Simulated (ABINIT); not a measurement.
The system is Au.

```
CELL_PARAMETERS angstrom
2.90000 0.00000 0.00000
-1.45000 2.51147 0.00000
0.00000 0.00000 4.88000
ATOMIC_POSITIONS crystal
Au 0.66667 0.33333 0.25000
Au 0.33333 0.66667 0.75000
```

This isn't the form of Au at room conditions, which is fcc.

| Property | Result |
| --- | --- |
| Program | ABINIT 10.8.3 (patched build) |
| Task | relaxation of cell and atoms |
| Functional | PW91 |
| Potentials or basis | JTH PAW PBE v2.0 |
| Cutoff | 653 eV |
| k mesh | 11 × 11 × 6 |
| Occupations | fermi-dirac, width 0.05 eV |
| Spin | no spin polarisation |

At the start: pressure 2.3 GPa; volume 17.77 Å³/atom.

How do energy, volume and symmetry change on relaxing?

Over 5 steps the energy falls by 2.2 meV/atom and the volume is 18.05 Å³/atom (+1.6 %); space group P6_3/mmc (No. 194, to 0.05 Å).

The path:
```csv
step,energy change (eV),largest force (eV/Å),pressure (GPa),volume (Å³)
1,0.0000,0.0000,2.33,35.54
2,-0.0029,0.0000,1.25,35.80
3,-0.0043,0.0000,0.02,36.10
4,-0.0043,0.0000,-0.04,36.11
5,-0.0044,0.0000,-0.04,36.11
```

Final structure:
```cif
data_structure
_symmetry_space_group_name_H-M 'P 1'
_symmetry_Int_Tables_number 1
_cell_length_a 2.9217
_cell_length_b 2.9217
_cell_length_c 4.8842
_cell_angle_alpha 90.000
_cell_angle_beta 90.000
_cell_angle_gamma 120.000
_cell_volume 36.11
loop_
_atom_site_label
_atom_site_type_symbol
_atom_site_fract_x
_atom_site_fract_y
_atom_site_fract_z
_atom_site_occupancy
Au1 Au 0.66667 0.33333 0.25000 1
Au2 Au 0.33333 0.66667 0.75000 1
```

Caveat: the PAW data sets were made with another functional, which shifts forces and pressure a little.
